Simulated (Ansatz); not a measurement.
# HgTe: the cost of one run

Method: DFT PBE, scalar-relativistic, plane waves, PAW, in Ansatz 0.2.0.

1 further run of the same task is left out (set aside as unsound or not needed).

**1. Starting point**

The structure is cubic, space group F-43m (No. 216). The conventional cell has a = 6.653 Å, b = 6.653 Å, c = 6.653 Å, α = 90.00°, β = 90.00°, γ = 90.00°. Hg (site symmetry -43m) is surrounded by 4 Te at 2.88 Å. Te (site symmetry -43m) is surrounded by 4 Hg at 2.88 Å.

Structure file:

```cif
data_structure
_symmetry_space_group_name_H-M 'F-43m'
_symmetry_Int_Tables_number 216
_cell_length_a 6.6529
_cell_length_b 6.6529
_cell_length_c 6.6529
_cell_angle_alpha 90.000
_cell_angle_beta 90.000
_cell_angle_gamma 90.000
_cell_volume 294.47
loop_
_atom_site_label
_atom_site_type_symbol
_atom_site_symmetry_multiplicity
_atom_site_Wyckoff_symbol
_atom_site_fract_x
_atom_site_fract_y
_atom_site_fract_z
_atom_site_occupancy
Hg1 Hg 4 a 0.00000 0.00000 0.00000 1
Te1 Te 4 c 0.25000 0.25000 0.25000 1
```

This cell was relaxed beforehand with the same method: volume 36.81 Å³/atom, gap on the mesh none (metal).

**2. The cell under 50 GPa**

At a set pressure the run lowers the enthalpy E + PV, so the energy alone may rise along the way.

input.yaml

```yaml
crystal:
  lattice:
    - [0.0, 3.3264647587, 3.3264647587]
    - [3.3264647587, 0.0, 3.3264647587]
    - [3.3264647587, 3.3264647587, 0.0]
  atoms:
    - { symbol: Hg, position: [0.0, 0.0, 0.0] }
    - { symbol: Te, position: [0.75, 0.75, 0.75] }
basis:
  ecutwfc: 420
kpoints:
  mp_grid: { grid: [12, 12, 12] }
hamiltonian:
  xc: pbe
scf:
  occupations: { method: fermi_dirac, width: 0.15 }
output:
  forces: true
  stress: true
  eigenvalues: true
relax:
  adjacent_minimum: "off"
  f_tol: 0.001
  max_steps: 60
  cell: { stress_tol: 0.02, p_target: 50.0 }
```

Run with:

```sh
ansatz run input.yaml --threads 1 --pin off --max-ram 3072MiB --backend cpu --events-out ev --progress --plain --runs-dir out
```

Q: Estimate wall time and peak memory on 1 thread of Intel Xeon at 2.70GHz, shared host.

About 3 min, with a peak of 0.47 GiB.
